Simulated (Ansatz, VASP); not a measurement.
## Two plane-wave programs on TiCo

The input POSCAR:

```
TiCo
1.0
    2.9861109900      0.0000000000      0.0000000000
    0.0000000000      2.9861109900      0.0000000000
    0.0000000000      0.0000000000      2.9861109900
Ti Co
1 1
Direct
    0.0000000000      0.0000000000      0.0000000000
    0.5000000000      0.5000000000      0.5000000000
```

INCAR.step1

```
PREC = Accurate ; ENCUT = 520
ISMEAR = -1 ; SIGMA = 0.13605693122994
LREAL = False ; LASPH = True
NELM = 150 ; ISPIN = 2
MAGMOM = 0 0.6 ; LMAXMIX = 4
NBANDS = 22 ; GGA = PE
ALGO = Normal ; EDIFF = 1E-4
LWAVE = True ; LCHARG = False
```

INCAR.step2

```
PREC = Accurate ; ENCUT = 520
EDIFF = 1E-6 ; ISMEAR = -1
SIGMA = 0.13605693122994 ; LREAL = False
LASPH = True ; NELM = 150
ALGO = Normal ; ISIF = 2
LWAVE = False ; LCHARG = True
ISPIN = 2 ; MAGMOM = 0 0.6
LORBIT = 11 ; LMAXMIX = 4
METAGGA = R2SCAN ; LMIXTAU = True
LELF = True ; LVHAR = True
NBANDS = 22 ; ISTART = 1
```

The input KPOINTS:

```
Automatic mesh
0
Gamma
  6 6 6
```

Input for Ansatz:

```yaml
crystal:
  lattice:
    - [2.98611099, 0.0, 0.0]
    - [0.0, 2.98611099, 0.0]
    - [0.0, 0.0, 2.98611099]
  atoms:
    - { symbol: Ti, position: [0.0, 0.0, 0.0] }
    - { symbol: Co, position: [0.5, 0.5, 0.5], spin: 0.6 }
basis:
  ecutwfc: 500
kpoints:
  mp_grid: { grid: [6, 6, 6] }
hamiltonian:
  xc: r2scan
scf:
  occupations: { method: fermi_dirac, width: "0.01 Ry" }
  self_checks: high
output:
  forces: true
  stress: true
  eigenvalues: true
  populations: true
magnetization:
  spin_polarized: true
```

Alike in both runs: task single point; functional r2SCAN; k mesh 6 × 6 × 6; collinear spin.

|  | VASP | Ansatz |
| --- | --- | --- |
| version | VASP 6.6.1 | Ansatz 0.2.0 |
| potentials or method | VASP PAW PBE potentials, release 64 (Ti_sv, Co) | scalar-relativistic, plane waves, PAW |
| plane-wave cutoff (eV) | 520 | 500 |
| occupations | fermi-dirac, width 0.136057 eV | fermi-dirac |
| valence electrons in the cell | 21 | 29 |

|  | VASP | Ansatz | Ansatz less VASP |
| --- | --- | --- | --- |
| gap on the k mesh at the Fermi level (eV) | none | none | - |
| pressure (GPa) | 0.5 | 0.2 | -0.28 |
| net moment per atom (μB) | 0.47 | 0.47 | -0.001 |
| size of the moment on the site where the two differ most (μB) | 1.35 | 1.38 | +0.027 |

Site moments also hang on the region over which each program counts them. A gap of «none» marks a metal or a gap that the smearing closes. The two sets of potentials don't hold the same shells in valence. Ansatz warned: «stability_check_not_made».

Caveats: the PAW data sets were made with another functional, which shifts forces and pressure a little (VASP).
